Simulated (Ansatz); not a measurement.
# TiAl2: further runs on the relaxed cell

The task here is to estimate one member of a computed series from the others.

Computed with Ansatz 0.2.0 (DFT PBEsol, scalar-relativistic, plane waves, PAW, unless a step's input says otherwise).

2 further runs of the same task are left out: 2 set aside as unsound or not needed.

## The structure to begin with

It takes space group Cmmm (No. 65, orthorhombic). Conventional cell: a = 3.901 Å, b = 12.053 Å, c = 3.972 Å, α = 90.00°, β = 90.00°, γ = 90.00°. Ti (site symmetry m2m) is surrounded by 10 Al at 2.71 to 2.86 Å and 2 Ti at 2.99 Å. Al (site symmetry mmm) is surrounded by 4 Ti at 2.71 Å and 8 Al at 2.78 to 2.88 Å. Al (site symmetry m2m) has 6 Al at 2.69 to 2.88 Å and 6 Ti at 2.79 to 2.86 Å as nearest neighbours. Al (site symmetry mmm) is surrounded by 4 Ti at 2.74 Å and 8 Al at 2.78 to 2.85 Å.

As a file:

```cif
data_structure
_symmetry_space_group_name_H-M 'Cmmm'
_symmetry_Int_Tables_number 65
_cell_length_a 3.9007
_cell_length_b 12.0526
_cell_length_c 3.9724
_cell_angle_alpha 90.000
_cell_angle_beta 90.000
_cell_angle_gamma 90.000
_cell_volume 186.76
loop_
_atom_site_label
_atom_site_type_symbol
_atom_site_symmetry_multiplicity
_atom_site_Wyckoff_symbol
_atom_site_fract_x
_atom_site_fract_y
_atom_site_fract_z
_atom_site_occupancy
Ti1 Ti 4 i 0.50000 0.84378 0.00000 1
Al1 Al 2 a 0.00000 0.00000 0.00000 1
Al2 Al 4 j 0.50000 0.67290 0.50000 1
Al3 Al 2 c 0.50000 0.00000 0.50000 1
```

This cell was relaxed beforehand with the same method: volume 15.56 Å³/atom, gap on the mesh none (metal).

The first run:

Input file input.yaml:

```yaml
crystal:
  lattice:
    - [1.9503339393, -6.0262766713, 0.0]
    - [1.9503339393, 6.0262766713, 0.0]
    - [0.0, 0.0, 3.9724249777]
  atoms:
    - { symbol: Ti, position: [0.6562199822, 0.3437800178, 0.0] }
    - { symbol: Ti, position: [0.3437800178, 0.6562199822, 0.0] }
    - { symbol: Al, position: [0.0, 0.0, 0.0] }
    - { symbol: Al, position: [0.8270962382, 0.1729037618, 0.5] }
    - { symbol: Al, position: [0.1729037618, 0.8270962382, 0.5] }
    - { symbol: Al, position: [0.5, 0.5, 0.5] }
basis:
  ecutwfc: 420
kpoints:
  mp_grid: { grid: [10, 10, 10] }
  band_path:
    path:
      - [[0.0, 0.0, 0.0], [-0.5, 0.5, 0.0], [-0.27618544, 0.72381456, 0.0]]
      - [[0.27618544, 0.27618544, 0.0], [0.0, 0.0, 0.0], [0.0, 0.0, 0.5], [0.27618544, 0.27618544, 0.5]]
      - [[-0.27618544, 0.72381456, 0.5], [-0.5, 0.5, 0.5], [-0.5, 0.5, 0.0]]
      - [[0.0, 0.0, 0.0], [0.0, 0.5, 0.0], [0.0, 0.5, 0.5], [0.0, 0.0, 0.5], [-0.5, 0.5, 0.5]]
    npoints: 14
hamiltonian:
  xc: pbesol
scf:
  occupations: { method: gaussian, width: 0.1 }
  n_extra_bands: 15
output:
  forces: true
  stress: true
  eigenvalues: true
  populations: true
  dos: { projected: true, de: 0.02, nscf_kmesh: { grid: [15, 15, 15] } }
  bader: true
  write_density: true
  write_potential: true
  elf: true
  volumetric_format: npy
```

Command:

```sh
$ ansatz run input.yaml --threads 1 --pin off --max-ram 2560MiB --backend cpu --events-out ev --progress --plain --runs-dir out
```

Among the steps run: Bands, states and charges; The cell scaled to 0.97 of its volume; Volume × 1.03; Volume × 0.94; The cell scaled to 1.06 of its volume.

One of the session's tables, all rows but one given; the rest of the session is left out.

It belongs to the step «Fit of the equation of state». 

| volume (Å³/atom) | energy above the lowest point (meV/atom) | pressure (GPa) |
| --- | --- | --- |
| 14.629 | 22.2 | 8.03 |
| 15.096 | 5.3 | 3.71 |
| 15.563 | 0.0 | 0.00 |
| 16.030 | ? | ? |
| 16.497 | 18.2 | -5.94 |

**Question.** Estimate the row for volume (Å³/atom) = 16.030.

Worked estimate for «energy above the lowest point (meV/atom)». A straight line through the neighbours (15.563, 0.0) and (16.497, 18.2) gives 0.0 + (18.2 − 0.0) × (16.030 − 15.563) / (16.497 − 15.563) = 9.1; a parabola fitted to 3 rows on both sides gives 4.3.

**Answer.** energy above the lowest point (meV/atom): 4.8; pressure (GPa): -3.19. In «energy above the lowest point (meV/atom)» the line misses by +4.3 and the parabola by -0.5.
